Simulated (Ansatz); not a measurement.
# How far is PAW off for C?

```
C
1.0
     0.00000    1.78037    1.78037
     1.78037    0.00000    1.78037
     1.78037    1.78037    0.00000
C
2
Direct
  0.00000 0.00000 0.00000
  0.25000 0.25000 0.25000
```

Atom numbers follow the list: C1, C2.

Structure from Materials Project entry mp-66 (possibly hypothetical), not relaxed further.

All numbers are computed: DFT, PBEsol, PAW with Ansatz's default frozen-core files, scalar-relativistic (Ansatz 0.2.0); DFT, PBEsol, all-electron LAPW, scalar-relativistic (Ansatz 0.2.0).

For PAW: a Γ-centred 14×14×14 k mesh, Fermi–Dirac smearing of 0.03 eV, cutoff 420 eV, no spin polarisation; the PAW files were made with PBE, and the program remakes their frozen cores for this functional. LAPW targets a basis error of 0.5 meV/atom. The Ansatz runs share mesh, smearing and spin set-up. Plane-wave (PAW) pressures include the program's estimate of the Pulay term.

Stress and pressure are positive in compression.

Levels count from the top of the valence band.

| quantity | PAW | LAPW |
| --- | --- | --- |
| pressure (GPa) | -2.60 | -2.57 |
| band gap (eV) | 4.023 | 4.023 |
| highest filled level at Γ (eV) | 0.000 | 0.000 |
| lowest empty level at Γ (eV) | 5.554 | 5.559 |
| highest filled level at W (eV) | -8.460 | -8.452 |
| lowest empty level at W (eV) | 10.482 | 10.485 |
| highest filled level at K (eV) | -5.428 | -5.418 |
| lowest empty level at K (eV) | 5.544 | 5.544 |
